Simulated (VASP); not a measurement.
# Zn (P6_3/mmc) in VASP: further runs, part 2 of 2

VASP 6.6.1. Earlier steps stand in the parts before.

## 3. Relaxation of cell and atoms, PBE+D3(BJ)

Contents of INCAR:

```
SYSTEM = Zn
ALGO     = Normal         ! electronic algorithm
EDIFF    = 1E-6           ! SCF threshold, eV
EDIFFG   = -0.01          ! ionic threshold
ENCUT    = 600            ! plane-wave cutoff, eV
GGA      = PE             ! functional
IBRION   = 2              ! ionic algorithm
ISIF     = 3              ! what is computed and relaxed
ISMEAR   = 1              ! smearing method
IVDW     = 12             ! dispersion correction
LASPH    = .TRUE.         ! aspherical terms in the spheres
LCHARG   = .FALSE.        ! write CHGCAR
LREAL    = .FALSE.        ! projectors in reciprocal space
LWAVE    = .FALSE.        ! write WAVECAR
NELM     = 80             ! most SCF steps
NSW      = 90             ! ionic steps
PREC     = Accurate       ! precision mode
SIGMA    = 0.1            ! smearing width, eV
```

Contents of KPOINTS:

```
k-points
0
G
  18 18 8
  0 0 0
```

Contents of POSCAR:

```
Zn
1.0
    2.6700000000      0.0000000000      0.0000000000
   -1.3350000000      2.3122878281      0.0000000000
    0.0000000000      0.0000000000      4.9660000000
Zn
2
Direct
    0.3333333333      0.6666666667      0.2500000000
    0.6666666667      0.3333333333      0.7500000000
```

Potentials or basis: VASP PAW PBE potentials, release 64 (Zn).

On the command line:

```sh
$ cat potpaw_PBE.64/Zn/POTCAR > POTCAR
$ mpirun -np 1 vasp_std > vasp.out
```

It took 5.1 min on 1 thread of Intel Xeon Platinum 8488C (Sapphire Rapids), shared host; peak memory 0.25 GiB.

It converged, with:

| Property | Result |
| --- | --- |
| Free energy | -3.0450 eV |
| Relaxed volume | 14.30 Å³/atom |
| Relaxed cell | a = 2.625 Å, b = 2.625 Å, c = 4.796 Å, α = 90.00°, β = 90.00°, γ = 120.00° |
| Space group after relaxing (to 0.05 Å) | P6_3/mmc (No. 194) |
| Energy gained by relaxing | 16.5 meV/atom |
| Ionic steps | 10 |
| Pressure after relaxing | -0.1 GPa |
| Band gap on the k mesh | none (metal or under the smearing width) |
| Dispersion energy per atom | -0.428 eV |

The path:
| step | energy change (eV) | largest force (eV/Å) | pressure (GPa) | volume (Å³) |
| --- | --- | --- | --- | --- |
| 1 | 0.0000 | 0.0000 | -4.91 | 30.66 |
| 2 | -0.0320 | 0.0000 | 0.33 | 28.62 |
| 3 | -0.0321 | 0.0000 | -0.02 | 28.74 |
| 4 | -0.0321 | 0.0000 | -0.08 | 28.77 |
| 5 | -0.0324 | 0.0000 | -0.17 | 28.75 |
| 6 | -0.0328 | 0.0000 | -0.12 | 28.69 |
| 7 | -0.0329 | 0.0000 | -0.15 | 28.67 |
| 8 | -0.0331 | 0.0000 | -0.10 | 28.62 |
| 9 | -0.0319 | 0.0000 | -0.03 | 28.51 |
| 10 | -0.0331 | 0.0000 | -0.08 | 28.61 |

Final structure:
```yaml
crystal:
  lattice:
    - [2.62458, 0.00000, 0.00000]
    - [-1.31229, 2.27295, 0.00000]
    - [0.00000, 0.00000, 4.79554]
  atoms:
    - { symbol: Zn, position: [0.33333, 0.66667, 0.25000] }
    - { symbol: Zn, position: [0.66667, 0.33333, 0.75000] }
```

Levels at points of the mesh, in eV from the Fermi level:
| k point | band 9 | band 10 | band 11 | band 12 | band 13 | band 14 | band 15 | band 16 |
| --- | --- | --- | --- | --- | --- | --- | --- | --- |
| (0.00, 0.00, 0.00) | -7.59 | -7.34 | -7.34 | -4.02 | -2.95 | 14.60 | 17.77 | 17.77 |
| (0.50, 0.00, 0.00) | -7.16 | -7.13 | -3.23 | -2.42 | 2.75 | 3.46 | 4.42 | 5.74 |
| (0.00, 0.00, 0.50) | -7.44 | -7.44 | -7.44 | -7.44 | 4.96 | 4.96 | 19.17 | 19.17 |
| (0.50, 0.00, 0.50) | -7.14 | -7.14 | -2.23 | -2.23 | 0.06 | 0.06 | 10.63 | 10.63 |

Caveat: pairwise dispersion overbinds metals, which lowers pressure and volume.

## 4. Relaxation of cell and atoms, PBE+D3(BJ)

This run uses another cell than the first one, of 14.30 Å³/atom, 0.933 times its volume.

Edit INCAR of step 3 so:

```diff
@@ -2,4 +2,4 @@
 ALGO     = Normal         ! electronic algorithm
-EDIFF    = 1E-6           ! SCF threshold, eV
-EDIFFG   = -0.01          ! ionic threshold
+EDIFF    = 1E-7           ! SCF threshold, eV
+EDIFFG   = -0.005         ! ionic threshold
 ENCUT    = 600            ! plane-wave cutoff, eV
```

KPOINTS is that of step 3.

Contents of POSCAR:

```
Zn                                      
1.0
    2.6245807634     -0.0000000000      0.0000000000
   -1.3122903817      2.2729536154      0.0000000000
    0.0000000000     -0.0000000000      4.7955427167
  Zn            
     2
Direct
     0.3333333332999970    0.6666666667000030    0.2500000000000000
     0.6666666667000030    0.3333333332999970    0.7500000000000000
```

Potentials or basis: VASP PAW PBE potentials, release 64 (Zn).

On the command line:

```sh
$ cat potpaw_PBE.64/Zn/POTCAR > POTCAR
$ mpirun -np 1 vasp_std > vasp.out
```

OUTCAR:

```text
SYSTEM = Zn
   EDIFF = 1E-7
   EDIFFG = -0.005
   ENCUT = 600
   GGA = PE
   IBRION = 2
   ISIF = 3
   ISMEAR = 1
   IVDW = 12
   LASPH = .TRUE.
   LREAL = .FALSE.
   NELM = 80
   NSW = 90
   PREC = Accurate
 IVDW          = 12

 ion  position               nearest neighbor table
   1  0.333  0.667  0.250-   2 2.84   2 2.84   2 2.84   2 2.84   2 2.84   2 2.84
   2  0.667  0.333  0.750-   1 2.84   1 2.84   1 2.84   1 2.84   1 2.84   1 2.84

  LATTYP: Found a hexagonal cell.
 ALAT       =     2.6245807634
 C/A-ratio  =     1.8271652309

[... 702 lines left out ...]

 Edisp (eV)   -0.85788

 E8    (eV) :    -0.3610

  FORCE on cell =-STRESS in cart. coord.  units (eV):
  Direction    XX          YY          ZZ          XY          YZ          ZX
  --------------------------------------------------------------------------------------
  -------------------------------------------------------------------------------------
  Total       0.00481     0.00481    -0.00221     0.00000     0.00000     0.00000
  in kB       0.26943     0.26943    -0.12402     0.00000     0.00000     0.00000
  external pressure =        0.14 kB  Pullay stress =        0.00 kB

 VOLUME and BASIS-vectors are now :
 -----------------------------------------------------------------------------
  energy-cutoff  :      600.00
  volume of cell :       28.58
      direct lattice vectors                 reciprocal lattice vectors
     2.623643988 -0.000000000  0.000000000     0.381149274  0.220056636  0.000000000
    -1.311821994  2.272142344 -0.000000000     0.000000000  0.440113271  0.000000000
     0.000000000  0.000000000  4.793586820    -0.000000000  0.000000000  0.208612056

 POSITION                                       TOTAL-FORCE (eV/Angst)
 -----------------------------------------------------------------------------------
     -0.00000      1.51476      1.19840         0.000000      0.000000     -0.000000
      1.31182      0.75738      3.59519        -0.000000     -0.000000      0.000000
 -----------------------------------------------------------------------------------
    total drift:                               -0.000000      0.000000      0.000000

  FREE ENERGIE OF THE ION-ELECTRON SYSTEM (eV)
  ---------------------------------------------------
  free  energy   TOTEN  =        -3.0441044027 eV

  energy  without entropy=       -3.0442414816  energy(sigma->0) =       -3.04415010

 reached required accuracy - stopping structural energy minimisation
```

OSZICAR:

```text
N       E                     dE             d eps       ncg     rms          rms(c)
DAV:   1     0.102245965647E+03    0.10225E+03   -0.14055E+04  6040   0.266E+03
DAV:   2     0.399119877934E+00   -0.10185E+03   -0.10038E+03  6032   0.319E+02
DAV:   3    -0.242063439150E+01   -0.28198E+01   -0.28152E+01  7376   0.652E+01
DAV:   4    -0.242870069990E+01   -0.80663E-02   -0.80659E-02  7024   0.344E+00
[... 13 lines left out ...]
DAV:   3    -0.218624184860E+01    0.35101E-04   -0.21835E-05  7624   0.794E-02    0.269E-02
DAV:   4    -0.218622676504E+01    0.15084E-04   -0.29529E-06  8608   0.323E-02    0.122E-03
DAV:   5    -0.218622664009E+01    0.12495E-06   -0.40085E-07  6344   0.591E-03    0.413E-04
DAV:   6    -0.218622652347E+01    0.11662E-06   -0.69777E-09  3280   0.850E-04    0.126E-04
DAV:   7    -0.218622646840E+01    0.55071E-07   -0.93759E-10  3056   0.350E-04
   2 F= -.30441044E+01 E0= -.30441501E+01  d E =-.872398E-05
```

Wall time 90 s (1 thread of Intel Xeon Platinum 8488C (Sapphire Rapids), shared host); peak memory 0.24 GiB.

What came out:

```yaml
Free_energy: -3.0441 eV
Relaxed_volume: 14.29 Å³/atom
Relaxed_cell: a = 2.624 Å, b = 2.624 Å, c = 4.794 Å, α = 90.00°, β = 90.00°, γ = 120.00°
Space_group_after_relaxing_to_0.05_Å: P6_3/mmc (No. 194)
Energy_gained_by_relaxing: 0.0 meV/atom
Ionic_steps: 2
Pressure_after_relaxing: 0.0 GPa
Band_gap_on_the_k_mesh: none (metal or under the smearing width)
Dispersion_energy_per_atom: -0.429 eV
```

Final structure:
```cif
data_structure
_symmetry_space_group_name_H-M 'P 1'
_symmetry_Int_Tables_number 1
_cell_length_a 2.6236
_cell_length_b 2.6236
_cell_length_c 4.7936
_cell_angle_alpha 90.000
_cell_angle_beta 90.000
_cell_angle_gamma 120.000
_cell_volume 28.58
loop_
_atom_site_label
_atom_site_type_symbol
_atom_site_fract_x
_atom_site_fract_y
_atom_site_fract_z
_atom_site_occupancy
Zn1 Zn 0.33333 0.66667 0.25000 1
Zn2 Zn 0.66667 0.33333 0.75000 1
```

Caveat: pairwise dispersion overbinds metals, which lowers pressure and volume.

## 5. Relaxation of shape and atoms at fixed volume, PBE+D3(BJ) (a relaxed cell with its volume scaled by 0.94)

Edit INCAR of step 4 so:

```diff
@@ -3,3 +3,3 @@
 EDIFF    = 1E-7           ! SCF threshold, eV
-EDIFFG   = -0.005         ! ionic threshold
+EDIFFG   = -0.01          ! ionic threshold
 ENCUT    = 600            ! plane-wave cutoff, eV
@@ -7,3 +7,3 @@
 IBRION   = 2              ! ionic algorithm
-ISIF     = 3              ! what is computed and relaxed
+ISIF     = 4              ! what is computed and relaxed
 ISMEAR   = 1              ! smearing method
@@ -15,3 +15,3 @@
 NELM     = 80             ! most SCF steps
-NSW      = 90             ! ionic steps
+NSW      = 40             ! ionic steps
 PREC     = Accurate       ! precision mode
```

KPOINTS is that of step 4.

Contents of POSCAR:

```
Zn                                      
1.0
    2.5700852049     -0.0000000000      0.0000000000
   -1.2850426025      2.2257590774     -0.0000000000
    0.0000000000      0.0000000000      4.6957310601
  Zn            
     2
Direct
     0.3333333332999970    0.6666666667000030    0.2500000000000000
     0.6666666667000030    0.3333333332999970    0.7500000000000000
```

On the command line:

```sh
$ cat potpaw_PBE.64/Zn/POTCAR > POTCAR
$ mpirun -np 1 vasp_std > vasp.out
```

Run time: 2.3 min. Hardware: 1 thread of Intel Xeon Platinum 8488C (Sapphire Rapids), shared host; peak memory 0.23 GiB.

The run converged. Its results:

* Free energy: -3.0119 eV
* Energy gained by relaxing: 0.8 meV/atom
* Ionic steps: 4
* Pressure after relaxing: 6.1 GPa
* Band gap on the k mesh: none (metal or under the smearing width)
* Dispersion energy per atom: -0.457 eV

Step by step:
```tsv
step	energy change (eV)	largest force (eV/Å)	pressure (GPa)
1	0.0000	0.0000	6.57
2	-0.0011	0.0000	6.41
3	-0.0014	0.0000	6.35
4	-0.0016	0.0000	6.11
```

Final structure:
```
Zn
1.0
     2.58823    0.00000    0.00000
    -1.29411    2.24147    0.00000
     0.00000    0.00000    4.63013
Zn
2
Direct
  0.33333 0.66667 0.25000
  0.66667 0.33333 0.75000
```

Levels at points of the mesh, in eV from the Fermi level:
```tsv
k point	band 10	band 11	band 12	band 13	band 14	band 15
(0.00, 0.00, 0.00)	-7.41	-7.41	-4.21	-2.58	16.06	18.19
(0.50, 0.00, 0.00)	-7.21	-3.49	-2.54	3.10	3.57	5.00
(0.00, 0.00, 0.50)	-7.53	-7.53	-7.53	5.67	5.67	19.74
(0.50, 0.00, 0.50)	-7.22	-2.45	-2.45	0.16	0.16	11.44
```

Caveat: pairwise dispersion overbinds metals, which lowers pressure and volume.

## 6. Summary

| task | level | cell | gap on the mesh (eV) | pressure (GPa) |
| --- | --- | --- | --- | --- |
| relaxation of shape and atoms at fixed volume | PBEsol | atoms relaxed at fixed volume from: a relaxed cell with its volume scaled by 1.06 | none | -3.6 |
| relaxation of cell and atoms | PBE+D3(BJ) | relaxed | none | 0.0 |
| relaxation of shape and atoms at fixed volume | PBE+D3(BJ) | atoms relaxed at fixed volume from: a relaxed cell with its volume scaled by 0.94 | none | 6.1 |

Alike in all rows: potentials or basis VASP PAW PBE potentials, release 64 (Zn); no spin polarisation; k mesh 18 × 18 × 8; cutoff (eV) 600; smearing methfessel-paxton 0.1 eV.

Caveats: pairwise dispersion overbinds metals, which lowers pressure and volume (some runs); the PAW data sets were made with another functional, which shifts forces and pressure a little (some runs).

Absolute energies hang on the potentials; compare differences alone.
